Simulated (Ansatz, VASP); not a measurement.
**Si in VASP and in Ansatz**

```xyz
2
Lattice="0.0000 2.6361 2.8351 2.6361 0.0000 2.8351 2.6361 2.6361 0.0000" Properties=species:S:1:pos:R:3 pbc="T T T"
Si    2.6361    2.6361    2.8351
Si    3.9541    3.9541    4.2526
```

Alike in both runs: task single point; functional LDA; k mesh 12 × 12 × 12; occupations gaussian, width 0.05 eV; no spin polarisation.

|  | VASP | Ansatz |
| --- | --- | --- |
| version | VASP 6.6.1 | Ansatz 0.2.0 |
| potentials or method | VASP PAW LDA potentials, release 64 (Si) | scalar-relativistic, plane waves, PAW |
| plane-wave cutoff (eV) | 520 | 420 |
| valence electrons in the cell | 8 | 8 |

Ansatz gave:

| Quantity | Value |
| --- | --- |
| gap on the k mesh at the Fermi level (eV) | 0.05 |
| least direct gap on the mesh (eV) | 2.11 |
| pressure (GPa) | -0.2 |
| largest component of the traceless stress (GPa) | 5.27 |

Which values does VASP return?

gap on the k mesh at the Fermi level (eV): 0.05; least direct gap on the mesh (eV): 2.11; pressure (GPa): -0.1; largest component of the traceless stress (GPa): 5.26.

Ansatz warned: «pseudo_functional_mismatch».
